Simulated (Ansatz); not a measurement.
# Be2C: the cost of one run

Computed with Ansatz 0.2.0 (DFT PBEsol, frozen-core PAW, scalar-relativistic unless said, unless a step's input says otherwise).

## 1. The structure to begin with

The structure is cubic, space group Fm-3m (No. 225). The conventional cell has a = 4.330 Å, b = 4.330 Å, c = 4.330 Å, α = 90.00°, β = 90.00°, γ = 90.00°. Be (site symmetry -43m) is surrounded by 4 C at 1.87 Å. C (site symmetry m-3m) is surrounded by 8 Be at 1.87 Å.

As a file:

```
CELL_PARAMETERS angstrom
0.00000 2.16500 2.16500
2.16500 0.00000 2.16500
2.16500 2.16500 0.00000
ATOMIC_POSITIONS crystal
Be 0.25000 0.25000 0.25000
Be 0.75000 0.75000 0.75000
C 0.00000 0.00000 0.00000
```

Cartesian axes are those of the input's lattice vectors. The structure goes back to a database entry.

## 2. Cell and atoms relaxed, PAW

File input.yaml:

```yaml
crystal:
  lattice:
    - [0.0, 2.165, 2.165]
    - [2.165, 0.0, 2.165]
    - [2.165, 2.165, 0.0]
  atoms:
    - { symbol: Be, position: [0.25, 0.25, 0.25] }
    - { symbol: Be, position: [0.75, 0.75, 0.75] }
    - { symbol: C, position: [0.0, 0.0, 0.0] }
kpoints:
  mp_grid: { grid: [12, 12, 12] }
scf:
  occupations: { method: fermi_dirac, width: 0.1 }
hamiltonian:
  xc: pbesol
  pseudopotentials: { kind: paw }
relax:
  f_tol: 0.002
  max_steps: 80
  cell: {}
output:
  forces: true
  stress: true
```

On the command line:

```bash
$ ansatz run input.yaml --threads 2 --pin off --max-ram 6144MiB --backend cpu --events-out ev --progress --plain --runs-dir out
```

What time and memory should one allow on 2 threads of Arm Neoverse V1, shared host?

About 2 s, with a peak of 0.28 GiB.
